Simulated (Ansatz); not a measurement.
# HgTe: the cost of one run

Program: Ansatz 0.2.0. Level of theory: DFT PBEsol, scalar-relativistic, plane waves, PAW. These are calculated values, not measurements.

3 further runs of the same task are left out: 1 that didn't finish, 2 set aside as unsound or not needed.

## Step 1: The system as given

It takes space group F-43m (No. 216, cubic). The conventional cell has a = 6.512 Å, b = 6.512 Å, c = 6.512 Å, α = 90.00°, β = 90.00°, γ = 90.00°. Hg (site symmetry -43m) is surrounded by 4 Te at 2.82 Å. Te (site symmetry -43m) is surrounded by 4 Hg at 2.82 Å.

Structure file:

```xyz
2
Lattice="0.0000 3.2559 3.2559 3.2559 0.0000 3.2559 3.2559 3.2559 0.0000" Properties=species:S:1:pos:R:3 pbc="T T T"
Hg    0.0000    0.0000    0.0000
Te    4.8838    4.8838    4.8838
```

This cell was relaxed beforehand with the same method: volume 34.51 Å³/atom, gap on the mesh none (metal).

## Step 2: The reference cell

Reference values: F = -20569.8157 eV; pressure -0.05 GPa; largest force 0.000 eV/Å; gap on the mesh none (metal). It was computed beforehand with the settings of the runs below.

## Step 3: The scan: energy and stress against strain

The cell is strained by ε times the Voigt pattern (1, 1, 0, 0, 0, 0) (xx, yy, zz, yz, xz, xy; engineering shear), with fractional coordinates fixed (clamped ions). The stress on the pattern is the sum of the stress components weighted by it, tension positive.

## Step 4: ε = -0.1500

The input, input.yaml:

```yaml
crystal:
  lattice:
    - [0.0, 2.767503293, 3.255886227]
    - [2.767503293, 0.0, 3.255886227]
    - [2.767503293, 2.767503293, 0.0]
  atoms:
    - { symbol: Hg, position: [0.0, 0.0, 0.0] }
    - { symbol: Te, position: [0.75, 0.75, 0.75] }
basis:
  ecutwfc: 420
kpoints:
  mp_grid: { grid: [16, 16, 16] }
hamiltonian:
  xc: pbesol
scf:
  occupations: { method: gaussian, width: 0.15 }
output:
  forces: true
  stress: true
  eigenvalues: true
```

The run is started by

```sh
> ansatz run input.yaml --threads 1 --pin off --max-ram 2560MiB --backend cpu --events-out ev --progress --plain --runs-dir out
```

What time and memory should one allow on 1 thread of Arm Neoverse V1, shared host?

About 39 s, with a peak of 0.61 GiB.
